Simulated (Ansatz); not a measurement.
An input for Ansatz 0.2.0 (Ru):

File input.yaml:

```yaml
crystal:
  lattice:
    - [0.0, 1.915, 1.915]
    - [1.915, 0.0, 1.915]
    - [1.915, 1.915, 0.0]
  atoms:
    - { symbol: Ru, position: [0.0, 0.0, 0.0], spin: 1.0 }
kpoints:
  mp_grid: { grid: [0, 12, 12] }
scf:
  occupations: { method: tetrahedron }
  max_iter: 80
hamiltonian:
  xc: lda
  pseudopotentials: { kind: all_electron, datasets: crystal }
  hubbard:
    occupation_matrices:
      s0_up:
        matrix:
          - [0.98, 0.0, 0.0, 0.0, 0.0]
          - [0.0, 0.98, 0.0, 0.0, 0.0]
          - [0.0, 0.0, 0.98, 0.0, 0.0]
          - [0.0, 0.0, 0.0, 0.98, 0.0]
          - [0.0, 0.0, 0.0, 0.0, 0.98]
      s0_down:
        matrix:
          - [0.02, 0.0, 0.0, 0.0, 0.0]
          - [0.0, 0.02, 0.0, 0.0, 0.0]
          - [0.0, 0.0, 0.02, 0.0, 0.0]
          - [0.0, 0.0, 0.0, 0.02, 0.0]
          - [0.0, 0.0, 0.0, 0.0, 0.02]
    sites:
      - { site: 0, l: d, u_eff: 6, starting_ns: [{ spin: up, occupation_matrix: s0_up }, { spin: down, occupation_matrix: s0_down }] }
    double_counting: amf
    projectors: augmentation-sphere
magnetization:
  spin_polarized: true
  initial_magnetization: 1.0
  spin_locking: { lock_magnetization: hard }
output:
  forces: true
  stress: true
  eigenvalues: true
  dos: { projected: false, de: 0.1, e_range: [-20, 10] }
```

Potentials or basis: all-electron PAW datasets made for the crystal.

The run is started by

```console
$ ansatz run input.yaml --threads 1 --pin off --max-ram 2560MiB --backend cpu --events-out ev --progress --plain --runs-dir out
```

Problem. How does this run end?

Solution. The run stopped without a result. It printed:

Output:

```text
Error: hamiltonian.pseudopotentials.datasets: crystal, beside a feature not held to (scf.occupations.method: tetrahedron|tetrahedron_uncorrected; scf.occupations.method: tetrahedron; output.dos, beside hamiltonian.hubbard) — the datasets of this kind: all_electron run are made for its crystal, and no such run has been held to what stands beside, or a reason given rules it out; change each as told or leave it out, or set another kind (and leave the keys of all_electron out)
```
